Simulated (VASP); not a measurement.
Cu3N, 4 atoms in the cell. It takes space group Pm-3m (No. 221, cubic). Conventional cell: a = 3.827 Å, b = 3.827 Å, c = 3.827 Å, α = 90.00°, β = 90.00°, γ = 90.00°. Cu (site symmetry 4/mmm) is surrounded by 2 N at 1.91 Å. N (site symmetry m-3m) has 6 Cu at 1.91 Å as nearest neighbours. 

```yaml
Program: VASP 6.6.1
Task: band structure
Functional: PBE
Potentials_or_basis: VASP PAW PBE potentials, release 64 (Cu, N)
Cutoff: 520 eV
k_mesh: 10 × 10 × 10
Occupations: gaussian, width 0.1 eV
Spin: no spin polarisation
Further_INCAR_settings: ALGO = Fast; EDIFF = 1e-06
```

Potentials or basis: VASP PAW PBE potentials, release 64 (Cu, N).

The run is started by

```bash
$ cat potpaw_PBE.64/Cu/POTCAR potpaw_PBE.64/N/POTCAR > POTCAR
$ cp INCAR.step1 INCAR
$ cp KPOINTS.step1 KPOINTS
$ mpirun -np 1 vasp_std > vasp.out
$ cp INCAR.step2 INCAR
$ cp KPOINTS.step2 KPOINTS
$ mpirun -np 1 vasp_std > vasp.out
```

Hardware: 1 thread of Intel(R) Xeon(R) 6975P-C (Granite Rapids), with other jobs on the host.

Q: Estimate the wall time of this run.

A: Run time: 73 s on 1 thread of Intel(R) Xeon(R) 6975P-C (Granite Rapids) (shared host), peak memory 0.24 GiB. Counts: scf iterations 10, k points 120.
